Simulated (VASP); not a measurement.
## Zr: relaxation of cell and atoms with PBEsol

The system is Zr.

```
Zr
1.0
     3.23200    0.00000    0.00000
    -1.61600    2.79899    0.00000
     0.00000    0.00000    5.14700
Zr
2
Cartesian
  -0.0078 1.8869 1.3068
  1.6238 0.9121 3.8402
```

The cell isn't the ideal one: pressure_gpa = 20; atom 2 moved 0.06 Å.

* Program: VASP 6.6.1
* Task: relaxation of cell and atoms
* Functional: PBEsol
* Potentials or basis: VASP PAW PBE potentials, release 64 (Zr_sv)
* Cutoff: 600 eV
* k mesh: 9 × 9 × 5
* Occupations: fermi-dirac, width 0.05 eV
* Spin: no spin polarisation
* Target pressure: 20 GPa
* Further INCAR settings: ALGO = Normal; EDIFF = 1e-06; IBRION = 2; EDIFFG = -0.02; NSW = 40; ISIF = 3
* Target pressure: 20 GPa

```json
{
 "Relaxed volume": "18.94 Å³/atom",
 "Relaxed cell": "a = 2.909 Å, b = 3.013 Å, c = 4.922 Å, α = 90.14°, β = 90.01°, γ = 118.58°",
 "Space group after relaxing (to 0.05 Å)": "P2_1/m (No. 11)",
 "Energy change on relaxing (the enthalpy is what falls)": "+189.7 meV/atom",
 "Ionic steps": "40",
 "Pressure after relaxing": "20.1 GPa",
 "Largest force after relaxing": "0.009 eV/Å",
 "Band gap on the k mesh": "none (metal or under the smearing width)"
}
```

Forces in eV/Å, atoms in the order of the input:
```
Zr   0.005 -0.006 -0.003
Zr  -0.005  0.006  0.003
```

Stress tensor (GPa, compression positive):
```
20.06  0.00  0.01
 0.00 20.03  0.13
 0.01  0.13 20.11
```

Step by step:
```csv
step,energy change (eV),largest force (eV/Å),pressure (GPa),volume (Å³)
1,0.0000,0.1518,-3.16,46.56
2,4.1527,0.6422,106.99,27.36
3,0.2579,0.3574,16.71,39.28
4,0.3367,0.3749,19.45,38.58
5,0.3560,0.3787,20.10,38.42
6,0.3533,0.0304,20.23,38.31
7,0.3560,0.0592,20.29,38.28
8,0.3564,0.0670,20.30,38.28
9,0.3337,0.0302,19.50,38.46
10,0.3402,0.0383,19.72,38.41
11,0.3507,0.0320,20.06,38.32
12,0.3499,0.0306,20.06,38.33
13,0.3494,0.0300,20.04,38.33
14,0.3489,0.0321,20.01,38.33
15,0.3476,0.0412,19.96,38.34
16,0.3448,0.0616,19.83,38.36
17,0.3386,0.1014,19.55,38.39
18,0.3265,0.1625,18.93,38.45
19,0.3048,0.2252,17.58,38.57
20,0.3074,0.2271,17.81,38.55
21,0.3057,0.2256,17.68,38.56
22,0.3057,0.2257,17.67,38.56
23,0.3057,0.2256,17.67,38.56
24,0.3058,0.2254,17.67,38.56
25,0.3059,0.2250,17.66,38.56
26,0.3062,0.2242,17.65,38.56
27,0.3068,0.2229,17.61,38.55
28,0.3085,0.2209,17.55,38.54
29,0.3073,0.2224,17.60,38.55
30,0.3082,0.2218,17.60,38.54
31,0.3110,0.2203,17.72,38.51
32,0.3165,0.2173,17.92,38.46
33,0.3278,0.2113,18.32,38.35
34,0.3512,0.1987,19.11,38.15
35,0.4010,0.1718,20.75,37.73
36,0.3951,0.1750,20.57,37.78
37,0.3936,0.1609,20.53,37.79
38,0.3892,0.1184,20.41,37.81
39,0.3816,0.0308,20.15,37.86
40,0.3795,0.0087,20.07,37.88
```

Final structure:
```
Zr
1.0
     2.90861    0.00720   -0.00018
    -1.44806    2.64229   -0.00356
    -0.00028   -0.00681    4.92212
Zr
2
Cartesian
  -0.0237 1.9515 1.2282
  1.4839 0.6912 3.6901
```

Levels at points of the mesh, in eV from the Fermi level:
| k point | band 10 | band 11 | band 12 | band 13 | band 14 | band 15 |
| --- | --- | --- | --- | --- | --- | --- |
| (0.00, 0.00, 0.00) | -3.37 | 0.27 | 0.54 | 1.83 | 1.93 | 2.02 |

Wall time 20 min on 1 thread of Intel(R) Xeon(R) 6975P-C (Granite Rapids) (shared host), peak memory 0.33 GiB.

Caveat: the cell is relaxed towards a set pressure, so the enthalpy falls and the energy may rise; the volume moved by over 15 % at a fixed basis, so the end points are rough; the PAW data sets were made with another functional, which shifts forces and pressure a little.
